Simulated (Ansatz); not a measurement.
**Structure relaxation of TiO₂**

All numbers below come from DFT PBE, scalar-relativistic, plane waves, PAW (Ansatz 0.2.0).

The start is a database structure of TiO₂, space group Pbcn (No. 60).

Input of the last, converged step (default PAW datasets):

```yaml
crystal:
  lattice:
    - [4.5788845528, 0.0, 0.0]
    - [0.0, 5.5707098162, 0.0]
    - [0.0, 0.0, 4.9219646613]
  atoms:
    - { symbol: Ti, position: [0.5, 0.6776971873, 0.75] }
    - { symbol: Ti, position: [0.0, 0.8223028127, 0.25] }
    - { symbol: Ti, position: [0.5, 0.3223028127, 0.25] }
    - { symbol: Ti, position: [0.0, 0.1776971873, 0.75] }
    - { symbol: O, position: [0.7289547173, 0.6191187806, 0.0809039266] }
    - { symbol: O, position: [0.2289547173, 0.8808812194, 0.9190960734] }
    - { symbol: O, position: [0.7710452827, 0.8808812194, 0.5809039266] }
    - { symbol: O, position: [0.2710452827, 0.6191187806, 0.4190960734] }
    - { symbol: O, position: [0.7289547173, 0.3808812194, 0.5809039266] }
    - { symbol: O, position: [0.2289547173, 0.1191187806, 0.4190960734] }
    - { symbol: O, position: [0.7710452827, 0.1191187806, 0.0809039266] }
    - { symbol: O, position: [0.2710452827, 0.3808812194, 0.9190960734] }
basis:
  ecutwfc: 420
kpoints:
  mp_grid: { grid: [6, 4, 6] }
hamiltonian:
  xc: pbe
scf:
  occupations: { method: gaussian, width: 0.02 }
output:
  forces: true
  stress: true
  eigenvalues: true
relax:
  adjacent_minimum: "off"
  f_tol: 0.01
  max_steps: 80
  cell: { stress_tol: 0.05 }
```

Launched as:

```bash
ansatz run input.yaml --threads 1 --pin off --max-ram 2560MiB --backend cpu --events-out ev --progress --plain --runs-dir out
```

Time: 57 s on 1 thread of Arm Neoverse V2, on a shared host, peak memory 0.55 GiB.

The program printed at the end:

```
SCF converged after 6 iterations
Free energy (F): -14554.673783 eV
Harris-Foulkes:  -14554.673783 eV  (|F-HF|=7.28e-12)
Internal energy: -14554.673783 eV  (E = F + TS)
E sigma→0 (E₀):  -14554.673783 eV
Fermi energy:    9.979650 eV
--- Per-component energies (eV) ---
  E_band       = -780.951285
  E_kinetic    = 2489.101997
  E_local      = -6053.218558  (includes V_loc(G=0)·N_el)
  E_nonlocal   = 393.844393
  E_hartree    = 2293.513960
  E_xc         = -984.219211
  E_vxc        = -1246.369718  (∫ρ·V_xc dr)
  E_paw        = -5443.745388  (= ΣΔE_a)
  E_vpaw       = -951.357183  (= ΣTr[D̂ρ^β])
  E_aug_tail   = 0.019877  (compensation charges beyond the density's cutoff)
  E_ewald      = -7249.970853
  E_smearing   =  0.000000  (= −TS)
  E_closure    =  0.000000  (closes the sum)
  Σ components = -14554.673783   (vs F -14554.673783, Δ=0.00e0)
--- Forces (eV/Å), atoms counted from 1 ---
  atom   1  Ti     0.00000000    -0.00053495     0.00000000
  atom   2  Ti     0.00000000     0.00053495     0.00000000
  atom   3  Ti     0.00000000     0.00053495     0.00000000
  atom   4  Ti     0.00000000    -0.00053495     0.00000000
  atom   5  O     -0.00036391     0.00496309    -0.00247303
  atom   6  O     -0.00036391    -0.00496309     0.00247303
  atom   7  O      0.00036391    -0.00496309    -0.00247303
  atom   8  O      0.00036391     0.00496309     0.00247303
  atom   9  O     -0.00036391    -0.00496309    -0.00247303
  atom  10  O     -0.00036391     0.00496309     0.00247303
  atom  11  O      0.00036391     0.00496309    -0.00247303
  atom  12  O      0.00036391    -0.00496309     0.00247303
  max |Σ_I F_I| component: 4.01e-18 eV/Å
--- Stress (GPa, compression-positive) ---
        0.015489       0.000000       0.000000
        0.000000       0.033354       0.000000
        0.000000       0.000000       0.016397
  P = ⅓ Tr σ = 0.0217 GPa (0.217 kbar)
--- Relaxed structure (2 steps of the walk, 2 accepted, 1 SCFs on fresh bases) ---
  F+E_penalty+E_count = -14554.67378286 eV   max|allowed force component| = 4.963e-3 eV/Å   (the final SCF, on the basis selected at the relaxed cell)
  cell:  # Å, volume = 125.6315 Å³
    - [4.579247, 0.0, 0.0]
    - [0.0, 5.573250, 0.0]
    - [0.0, 0.0, 4.922616]
  atoms:
    - { symbol: Ti, position: [0.5, 0.677513, 0.75] }
    - { symbol: Ti, position: [0.0, 0.822487, 0.250000] }
    - { symbol: Ti, position: [0.5, 0.322487, 0.250000] }
    - { symbol: Ti, position: [0.0, 0.177513, 0.75] }
    - { symbol: O, position: [0.728912, 0.619364, 0.080976] }
    - { symbol: O, position: [0.228912, 0.880636, 0.919024] }
    - { symbol: O, position: [0.771088, 0.880636, 0.580976] }
    - { symbol: O, position: [0.271088, 0.619364, 0.419024] }
    - { symbol: O, position: [0.728912, 0.380636, 0.580976] }
    - { symbol: O, position: [0.228912, 0.119364, 0.419024] }
    - { symbol: O, position: [0.771088, 0.119364, 0.080976] }
    - { symbol: O, position: [0.271088, 0.380636, 0.919024] }
```

Total energies depend on the potentials used, so only differences within one code and one set of settings carry meaning.

The result has space group Pbcn (No. 60). Around Ti lie 4 O at 1.87–1.96 Å and 2 O at 2.13 Å; O has 2 Ti at 1.87–1.96 Å and 1 Ti at 2.13 Å.

Against the elements it lies at -3.022 eV/atom. The zero of energy is the elements' standard structures at the same level (O₂ as a molecule); no fitted shifts are applied.

A structure relaxed within its symmetry needn't be a true minimum.